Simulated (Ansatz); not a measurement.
Slab of rocksalt ZrN (100), 3 layers

The slab is cut from the rocksalt crystal, which needn't be the stable phase, as relaxed on PAW files (12.13 Å³/atom), with 16 Å of vacuum and a dipole correction:

```yaml
crystal:
  lattice:
    - [3.24895, 0.00000, 0.00000]
    - [0.00000, 3.24895, 0.00000]
    - [0.00000, 0.00000, 20.59470]
  atoms:
    - { symbol: Zr, position: [0.25000, 0.25000, 0.38845] }
    - { symbol: N, position: [0.75000, 0.75000, 0.38845] }
    - { symbol: Zr, position: [0.75000, 0.75000, 0.50000] }
    - { symbol: N, position: [0.25000, 0.25000, 0.50000] }
    - { symbol: Zr, position: [0.25000, 0.25000, 0.61155] }
    - { symbol: N, position: [0.75000, 0.75000, 0.61155] }
```

Level of theory: DFT with PBE, scalar-relativistic, in Ansatz 0.2.0; a Γ-centred 10×10×1 k mesh, Fermi–Dirac smearing of 0.05 eV, no spin polarisation. LAPW: all electrons, basis error target 1 meV/atom; PAW: frozen-core files, cutoff 420 eV.

The bulk energy comes from a cell in the slab's orientation on a 10×10×7 mesh. The surface energy is (E(slab) − N·E(bulk))/2A at zero smearing, the mean of both faces; thin slabs carry quantum-size effects.

The program warned of electron density in the middle of the vacuum in some runs, so work functions there carry some error.

Task: As cut, the LAPW slab lies 2.131 eV above 6 atoms of bulk. What surface energy is that?

Result: Over two faces of 10.56 Å² it is 101.0 meV/Å², and times 16.02 J/m² per eV/Å² that gives γ = 1.617 J/m².

```csv
method,γ as cut (J/m²),γ relaxed (J/m²),Φ as cut (eV),Φ relaxed (eV)
LAPW,1.617,1.378,?,?
```

Task: Give the missing entry: row "LAPW", column "Φ as cut (eV)".

Result: 2.75.

Task: Fill in "Φ relaxed (eV)" for the row "LAPW".

Result: 2.22.

Task: How do the spacings between the planes relax?

Result: From the bottom face up: d12 -1.2 % of 2.297 Å, d23 -1.2 % of 2.297 Å. The outer plane rumples by 0.215 Å.

Task: What changes if the images along the normal are cut off in place of the dipole correction?

Result: LAPW then gives: no gap, work function 2.22 eV; PAW: no gap, work function 2.22 eV.

Task: A core hole in the 3d shell of Zr is made on one Zr atom of each kind in every 1×1 cell (PAW hole dataset, neutral cell, valence without spin). What does it cost by layer?

Result: layer 1 179.14 eV, layer 2 178.63 eV. Shifts between layers mean more than the absolute values, and a whole layer of holes screens otherwise than one hole.
